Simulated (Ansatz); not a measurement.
**CO2: gradients and densities at the nuclei, part 1 of 2**

What field gradients would nuclear probes meet in CO2? The gradients are computed first, then checked by further runs. The cell is a computed entry of the Materials Project. Planned: a single point, then r2SCAN, then PBE, rigid cores.

Program: Ansatz 0.2.0. Level of theory: DFT, PBE, plane-wave PAW, default files, scalar-relativistic, as far as a step names no other. These are calculated values, not measurements.

1 further run of the same task is left out (it didn't finish).

### Step 1. The starting structure

Symmetry: P4_12_12, No. 92, tetragonal system. Conventional cell: a = 5.069 Å, b = 5.069 Å, c = 7.232 Å, α = 90.00°, β = 90.00°, γ = 90.00°. C (site symmetry 2) has 2 O at 1.17 Å as nearest neighbours. O (site symmetry 1) is surrounded by 1 C at 1.17 Å.

Coordinates:

```xyz
12
Lattice="5.0693 0.0000 0.0000 0.0000 5.0693 0.0000 0.0000 0.0000 7.2320" Properties=species:S:1:pos:R:3 pbc="T T T"
C     5.0125    0.0568    5.4240
C     0.0568    5.0125    1.8080
C     2.5915    2.5915    3.6160
C     2.4778    2.4778    0.0000
O     3.4217    1.7621    3.5630
O     1.6476    3.3072    7.1790
O     4.2968    4.1823    1.7550
O     0.7725    0.8871    5.3710
O     3.3072    1.6476    0.0530
O     1.7621    3.4217    3.6690
O     4.1823    4.2968    5.4770
O     0.8871    0.7725    1.8610
```

### Step 2. Gradients at the starting positions

input.yaml

```yaml
crystal:
  lattice:
    - [5.069311, 0.0, 0.0]
    - [0.0, 5.069311, 0.0]
    - [0.0, 0.0, 7.232025]
  atoms:
    - { symbol: C, position: [0.988792, 0.011208, 0.75] }
    - { symbol: C, position: [0.011208, 0.988792, 0.25] }
    - { symbol: C, position: [0.511208, 0.511208, 0.5] }
    - { symbol: C, position: [0.488792, 0.488792, 0.0] }
    - { symbol: O, position: [0.674986, 0.347607, 0.492671] }
    - { symbol: O, position: [0.325014, 0.652393, 0.992671] }
    - { symbol: O, position: [0.847607, 0.825014, 0.242671] }
    - { symbol: O, position: [0.152393, 0.174986, 0.742671] }
    - { symbol: O, position: [0.652393, 0.325014, 0.007329] }
    - { symbol: O, position: [0.347607, 0.674986, 0.507329] }
    - { symbol: O, position: [0.825014, 0.847607, 0.757329] }
    - { symbol: O, position: [0.174986, 0.152393, 0.257329] }
kpoints:
  mp_grid: { grid: [5, 5, 4] }
scf:
  occupations: { method: fermi_dirac, width: 0.02 }
hamiltonian:
  xc: pbe
  pseudopotentials: { kind: paw }
output:
  forces: true
  stress: true
  populations: true
  efg: { quadrupole_moments_barn: { O: -0.02558 }, contact_densities: true }
  write_density: true
  write_potential: true
  elf: true
  volumetric_format: npy
```

Command:

```console
> ansatz run input.yaml --threads 1 --pin off --max-ram 2560MiB --backend cpu --events-out ev --progress --plain --runs-dir out
```

The log of the run:

```text
Warning: RAYON_NUM_THREADS=1 ignored (pool sized by the plan → 1); use --threads N
Engine: ansatz 0.2.0, aarch64-unknown-linux-gnu
Pseudopotentials: kind: paw
Pseudopotential: C, paw, valence charge 4, recommended cutoff 420 eV (normal), C.paw.azcp
Pseudopotential: O, paw, valence charge 6, recommended cutoff 420 eV (normal), O.paw.azcp
Functional definition: PBE
  parameter kappa = 0.804
  parameter beta = 0.06672455060314922
  exchange = pbe_x(kappa = kappa, mu = beta*pi^2/3)
  correlation = pbe_c(beta = beta)
Crystal: 12 atoms, lattice volume = 185.848 Å³
Basis set: ecut = 420 eV, 3605 PW (Γ), exchange–correlation on 72×72×100 points (8 copies of the dense FFT grid, shifted against one another)
Bands: 44, of which v1, the nominal top of the filled ones, is band 32 counted from 1 (31 counted from 0)
Symmetry: 8 space group operations
Space group: P41212 (ITA 92), of the structure as read, at distance tolerance 5.7e-5 Å
k-points: 18 of 100 (time reversal used)
Non-local potential: C, projectors of the file, l = 0: 2, l = 1: 2, l = 2: 1
Non-local potential: O, projectors of the file, l = 0: 2, l = 1: 2, l = 2: 1
PAW form: soft (Blöchl's): semilocal exchange-correlation on the pseudo side does not see the compensation charge
PAW one-centre angular grid: C, 110 points (default); XC on 64 Gauss nodes
PAW one-centre angular grid: O, 110 points (default); XC on 64 Gauss nodes
Initial density: superposition of atomic densities (neutral atoms: chi_scale 0, normalization atom), corrected by the library's trained network
Initial wavefunctions: pseudopotential atomic-orbital guess
Functional: x = pbe(κ = 0.804, μ = 0.2195149727645171), c = pbe(β = 0.06672455060314922)
SCF iter   1: F=—  HF=-5539.467510 eV  |F-HF|=—  |Δ(HF+E_count)|=         —  Δρ=4.24e-3  dr2=1.12e-2  ethr=1.77e-3  ⟨swp⟩=7.1  Hψ=3418  notcnv=0  defer=2
preconditioner: auto → Resta (q_TF=auto, 2.284 Å⁻¹)  ε∞=2.9  [insulator: Δε(μ)=6.444 eV  Ē_g=15.778 eV  σ=0.020 eV  W_gap=1.00  n_scr=36 (ndim 8)  ℏωp=21.8 eV  f_vac=0.218  D(μ)=0.00/eV (n_scr^D=0)  ε∞_Penn≈2.9]
SCF iter   2: F=—  HF=-5539.473168 eV  |F-HF|=—  |Δ(HF+E_count)|=   5.66e-3  Δρ=1.94e-3  dr2=2.52e-3  ethr=1.75e-5  ⟨swp⟩=2.1  Hψ=1565  notcnv=0  defer=73
SCF iter   3: F=—  HF=-5539.475111 eV  |F-HF|=—  |Δ(HF+E_count)|=   1.94e-3  Δρ=8.35e-4  dr2=6.42e-4  ethr=3.93e-6  ⟨swp⟩=2.6  Hψ=1286  notcnv=0  defer=73
SCF iter   4: F=—  HF=-5539.475672 eV  |F-HF|=—  |Δ(HF+E_count)|=   5.61e-4  Δρ=1.11e-4  dr2=3.54e-5  ethr=1.00e-6  ⟨swp⟩=2.3  Hψ=1267  notcnv=0  defer=73
SCF iter   5: F=—  HF=-5539.475812 eV  |F-HF|=—  |Δ(HF+E_count)|=   1.40e-4  Δρ=4.01e-5  dr2=2.23e-6  ethr=5.54e-8  ⟨swp⟩=2.8  Hψ=1282  notcnv=0  defer=73
SCF iter   6: F=—  HF=-5539.475813 eV  |F-HF|=—  |Δ(HF+E_count)|=   1.16e-6  Δρ=1.10e-5  dr2=1.01e-7  ethr=3.49e-9  ⟨swp⟩=2.7  Hψ=1312  notcnv=0  defer=73
SCF iter   7: F=-5539.475813 eV  HF=-5539.475813 eV  |F-HF|=4.52e-9  |Δ(HF+E_count)|=   1.20e-7  Δρ=1.03e-6  dr2=1.67e-9  ethr=1.56e-10  ⟨swp⟩=12.8  Hψ=5290  notcnv=0
SCF 1 converged in 7 iterations: F = -5539.475813 eV  dr2 = 1.67e-9
SCF converged after 7 iterations
Free energy (F): -5539.475813 eV
Harris-Foulkes:  -5539.475813 eV  (|F-HF|=4.52e-9)
Internal energy: -5539.475813 eV  (E = F + TS)
E sigma→0 (E₀):  -5539.475813 eV
Fermi energy:    0.906940 eV
--- Per-component energies (eV) ---
  E_band       = -613.125191
  E_kinetic    = 1738.197442
  E_local      = -4903.438029  (includes V_loc(G=0)·N_el)
  E_nonlocal   = 498.982111
  E_hartree    = 1667.326538
  E_xc         = -765.392975
  E_vxc        = -967.287335  (∫ρ·V_xc dr)
  E_paw        = -1662.731827  (= ΣΔE_a)
  E_vpaw       = -314.251087  (= ΣTr[D̂ρ^β])
  E_aug_tail   = 0.019592  (compensation charges beyond the density's cutoff)
  E_ewald      = -2112.438666
  E_smearing   = -0.000000  (= −TS)
  E_closure    = 0.000000  (closes the sum)
  Σ components = -5539.475813   (vs F -5539.475813, Δ=0.00e0)
--- Forces (eV/Å), atoms counted from 1 ---
  atom   1  C      0.01070296    -0.01070296    -0.00000000
  atom   2  C     -0.01070296     0.01070296     0.00000000
  atom   3  C     -0.01070296    -0.01070296     0.00000000
  atom   4  C      0.01070296     0.01070296    -0.00000000
  atom   5  O     -0.45732807     0.42550170     0.05115027
  atom   6  O      0.45732807    -0.42550170     0.05115027
  atom   7  O      0.42550170     0.45732807     0.05115027
  atom   8  O     -0.42550170    -0.45732807     0.05115027
  atom   9  O     -0.42550170     0.45732807    -0.05115027
  atom  10  O      0.42550170    -0.45732807    -0.05115027
  atom  11  O      0.45732807     0.42550170    -0.05115027
  atom  12  O     -0.45732807    -0.42550170    -0.05115027
  max |Σ_I F_I| component: 2.22e-16 eV/Å
--- Stress (GPa, compression-positive) ---
       -1.463311       0.000000       0.000000
        0.000000      -1.463311      -0.000000
        0.000000      -0.000000       1.569486
  P = ⅓ Tr σ = -0.4524 GPa (-4.524 kbar)
--- PAW observables at the nuclei: V_zz in 10²¹ V/m², potentials from the cell's mean, atoms counted from 1 ---
  atom   1  C  V_zz =    -2.855246   η = 0.0373   by run symmetry: allowed
            electrostatic potential = -404.133630 V   contact ρ = 869.053240 e/Å³
  atom   2  C  V_zz =    -2.855246   η = 0.0373   by run symmetry: allowed
            electrostatic potential = -404.133630 V   contact ρ = 869.053240 e/Å³
  atom   3  C  V_zz =    -2.855246   η = 0.0373   by run symmetry: allowed
            electrostatic potential = -404.133630 V   contact ρ = 869.053240 e/Å³
  atom   4  C  V_zz =    -2.855246   η = 0.0373   by run symmetry: allowed
            electrostatic potential = -404.133630 V   contact ρ = 869.053240 e/Å³
  atom   5  O  V_zz =    +7.491638   η = 0.0805   by run symmetry: allowed   C_q = -4.6337 MHz
            electrostatic potential = -613.395316 V   contact ρ = 2159.499016 e/Å³
  atom   6  O  V_zz =    +7.491638   η = 0.0805   by run symmetry: allowed   C_q = -4.6337 MHz
            electrostatic potential = -613.395316 V   contact ρ = 2159.499016 e/Å³
  atom   7  O  V_zz =    +7.491638   η = 0.0805   by run symmetry: allowed   C_q = -4.6337 MHz
            electrostatic potential = -613.395316 V   contact ρ = 2159.499016 e/Å³
  atom   8  O  V_zz =    +7.491638   η = 0.0805   by run symmetry: allowed   C_q = -4.6337 MHz
            electrostatic potential = -613.395316 V   contact ρ = 2159.499016 e/Å³
  atom   9  O  V_zz =    +7.491638   η = 0.0805   by run symmetry: allowed   C_q = -4.6337 MHz
            electrostatic potential = -613.395316 V   contact ρ = 2159.499016 e/Å³
  atom  10  O  V_zz =    +7.491638   η = 0.0805   by run symmetry: allowed   C_q = -4.6337 MHz
            electrostatic potential = -613.395316 V   contact ρ = 2159.499016 e/Å³
  atom  11  O  V_zz =    +7.491638   η = 0.0805   by run symmetry: allowed   C_q = -4.6337 MHz
            electrostatic potential = -613.395316 V   contact ρ = 2159.499016 e/Å³
  atom  12  O  V_zz =    +7.491638   η = 0.0805   by run symmetry: allowed   C_q = -4.6337 MHz
            electrostatic potential = -613.395316 V   contact ρ = 2159.499016 e/Å³
--- Band table (eV; the first three rows and the last of 18) ---
  k-point 0: bands = ["-22.8528", "-22.6959", "-22.6959", "-22.6139", "-21.7343", "-21.7343", "-21.7167", "-21.7124", "-7.9249", "-7.7943", "-7.7943", "-7.5367", "-6.8809", "-6.8809", "-6.4611", "-6.4441", "-6.4339", "-6.4339", "-6.3147", "-6.1845", "-6.1835", "-5.7785", "-5.7785", "-5.7765", "-3.3780", "-2.9296", "-2.9011", "-2.8343", "-2.8343", "-2.5624", "-2.5624", "-2.3269", "4.1288", "5.3293", "5.3293", "5.7111", "5.8084", "5.8084", "5.9341", "5.9418", "6.4749", "7.4240", "7.4240", "8.4154"]
  k-point 1: bands = ["-22.8384", "-22.7475", "-22.6554", "-22.6174", "-21.7322", "-21.7306", "-21.7194", "-21.7155", "-7.9153", "-7.8538", "-7.7086", "-7.5580", "-6.8424", "-6.8390", "-6.5717", "-6.5613", "-6.4852", "-6.3620", "-6.2881", "-6.0721", "-6.0701", "-5.8646", "-5.8145", "-5.8139", "-3.3355", "-3.0362", "-2.8823", "-2.8542", "-2.6847", "-2.6164", "-2.5704", "-2.3604", "4.3972", "5.2841", "5.5330", "5.6379", "5.8237", "5.8385", "5.9111", "5.9231", "6.2665", "6.2829", "8.5564", "8.7923"]
  k-point 2: bands = ["-22.7996", "-22.7996", "-22.6298", "-22.6298", "-21.7259", "-21.7259", "-21.7230", "-21.7230", "-7.8908", "-7.8908", "-7.6198", "-7.6198", "-6.7308", "-6.7308", "-6.7241", "-6.7241", "-6.4445", "-6.4445", "-6.0759", "-6.0759", "-5.9179", "-5.9179", "-5.9155", "-5.9155", "-3.2148", "-3.2148", "-2.7665", "-2.7665", "-2.7378", "-2.7378", "-2.4559", "-2.4559", "5.0787", "5.0787", "5.5342", "5.5342", "5.8174", "5.8174", "5.8781", "5.8781", "5.9509", "5.9509", "9.2932", "9.2932"]
  k-point 17: bands = ["-22.7167", "-22.7167", "-22.6993", "-22.6993", "-21.7352", "-21.7352", "-21.7288", "-21.7288", "-7.7599", "-7.7599", "-7.7477", "-7.7477", "-6.8685", "-6.8685", "-6.8579", "-6.8579", "-6.2927", "-6.2927", "-6.1524", "-6.1524", "-5.9601", "-5.9601", "-5.9421", "-5.9421", "-2.7815", "-2.7815", "-2.7560", "-2.7560", "-2.6380", "-2.6380", "-2.5565", "-2.5565", "5.4738", "5.4738", "5.5418", "5.5418", "5.8252", "5.8252", "5.8810", "5.8810", "7.2017", "7.2017", "7.6867", "7.6867"]
--- Löwdin populations: 12 sites ---
  site symbol       q [e]
     0      C      3.2335
     1      C      3.2335
     2      C      3.2335
     3      C      3.2335
     4      O      6.2701
     5      O      6.2701
     6      O      6.2701
     7      O      6.2701
     8      O      6.2701
     9      O      6.2701
    10      O      6.2701
    11      O      6.2701
  spilling = 0.014141 (of n_electrons = 64.000000)
```

Run time: 20 s. Hardware: 1 thread of Arm Neoverse V1, shared host; peak memory 0.4 GiB.

State: gap on the mesh 6.46 eV, largest force 0.627 eV/Å, pressure -0.5 GPa.

Like atoms gathered into sites:

```tsv
site	atoms	first shell	V_zz (10²¹ V/m²)	η	C_Q (MHz)
C	1, 2, 3, 4	2 O at 1.17 Å, angle 180°	-2.86	0.04	–
O	5, 6, 7, 8, …	1 C at 1.17 Å	7.49	0.08	-4.63 (¹⁷O)
```

C_Q = eQV_zz/h, which is 24.18 MHz for Q = 1 b and V_zz = 10²¹ V/m²; η = (V_xx − V_yy)/V_zz. Nuclear quadrupole moments: year-2017 set (Pyykkö). A dash under C_Q marks elements without a common quadrupolar isotope.

Direction of the V_zz axis (Cartesian unit vector):

```csv
site,atom,x,y,z
C,1,0.71,0.71,-0.04
O,5,-0.71,0.71,0.05
```

Density in a lattice plane of the grid's cell (edges 5.07 and 5.07 Å, at 0.000 of the third edge), which holds C and O.

Values in e/Å³, 12 rows by 12 columns:
```
0.01 0.01 0.02 0.04 0.05 0.03 0.02 0.01 0.01 0.01 0.01 0.01
0.01 0.02 0.08 0.25 0.38 0.22 0.07 0.02 0.01 0.01 0.02 0.01
0.01 0.05 0.32 1.71 3.07 1.30 0.26 0.06 0.02 0.01 0.01 0.01
0.01 0.08 0.67 4.48 7.19 3.43 0.76 0.21 0.06 0.02 0.01 0.01
0.01 0.06 0.47 2.76 4.91 3.47 1.61 0.65 0.21 0.06 0.02 0.01
0.01 0.03 0.15 0.55 1.36 2.14 1.75 1.61 0.76 0.26 0.07 0.02
0.01 0.01 0.04 0.13 0.40 1.05 2.14 3.47 3.43 1.30 0.22 0.03
0.01 0.01 0.01 0.04 0.12 0.40 1.36 4.91 7.19 3.07 0.38 0.05
0.01 0.01 0.01 0.01 0.04 0.13 0.55 2.76 4.48 1.71 0.25 0.04
0.01 0.01 0.01 0.01 0.01 0.04 0.15 0.47 0.67 0.32 0.08 0.02
0.01 0.01 0.01 0.01 0.01 0.01 0.03 0.06 0.08 0.05 0.02 0.01
0.01 0.01 0.01 0.01 0.01 0.01 0.01 0.01 0.01 0.01 0.01 0.01
```
Columns run along the first of these edges and rows up along the second, over one cell in 12 and 12 even steps from the bottom left corner. Atoms in the plane (fractional): C at (0.49, 0.49), O at (0.33, 0.65), O at (0.65, 0.33).

ELF in the same plane.

Ten even steps from ' ' (0.00) to '@' (0.87):
```
                                                
          ..::--====--::                        
        ::==**##%%##**++::                      
      ::++%%@@@@@@@@%%##++::                    
    ..++%%@@@@@@@@@@@@%%**--..                  
    --##@@@@@@%%####%%%%##++--..                
  ..==##@@@@%%++--++##%%%%**++--..              
  ..==##@@@@@@**++**%%@@##****++--::..          
    --**%%@@@@%%%%%%%%**--==**##**==--::..      
    ..==**####%%%%%%**..  ::##%%####**++--..    
      ..--==++**####==..::**@@@@%%%%%%##**--..  
          ..::==++******##@@%%####%%@@@@%%++::  
              ..--++**##%%%%**--==##@@@@%%**::  
                ..--++##%%%%##++++%%@@@@%%**::  
                  ..--++##@@@@@@@@@@@@@@##==..  
                    ::==**%%@@@@@@@@@@%%++::    
                      ::++##%%@@@@%%##++::      
                        ::==++**++==--..        
                          ........              
                                                
```
Columns run along the first of these edges and rows up along the second, over one cell in 24 and 20 even steps from the bottom left corner. Atoms in the plane (fractional): C at (0.49, 0.49), O at (0.33, 0.65), O at (0.65, 0.33).

Both are smooth fields of the valence electrons: close to the nuclei they are not physical.

Outside the cores ELF peaks at 0.88 beside O, off the lines to its neighbours, 0.6 Å from O; 0.82 on the C–O line, 0.6 Å from C; 0.82 between the atoms, 0.6 Å from C.

(Continued in part 2 of 2.)
